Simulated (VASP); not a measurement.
# Pb: equation of state with r2SCAN

Crystal: Pb.

```
CELL_PARAMETERS angstrom
-1.97966 1.97966 1.97966
1.97966 -1.97966 1.97966
1.97966 1.97966 -1.97966
ATOMIC_POSITIONS crystal
Pb 0.00000 0.00000 0.00000
```

This isn't the form of Pb at room conditions, which is fcc.

```json
{"Program": "VASP 6.6.1", "Task": "equation of state", "Functional": "r2SCAN", "Potentials or basis": "VASP PAW PBE potentials, release 64 (Pb_d)", "Cutoff": "520 eV", "k mesh": "9 × 9 × 9", "Occupations": "fermi-dirac, width 0.05 eV", "Spin": "no spin polarisation"}
```

| Quantity | Value |
| --- | --- |
| Equilibrium volume | 30.80 Å³/atom |
| Bulk modulus | 44 GPa |
| Pressure derivative of the bulk modulus | 5.6 |

Energy against volume, from the lowest point:
```csv
volume (Å³/atom),energy (meV/atom)
29.172,13.05
29.792,4.63
30.413,0.44
31.034,0.00
31.654,2.85
32.275,8.56
32.896,16.76
```

All runs of the series together: 3.4 min on 1 thread of Intel(R) Xeon(R) 6975P-C (Granite Rapids), with other jobs on the host.

Caveat: the PAW data sets were made with another functional, which shifts forces and pressure a little. The run has no spin-orbit coupling, so splittings on Pb are missing.
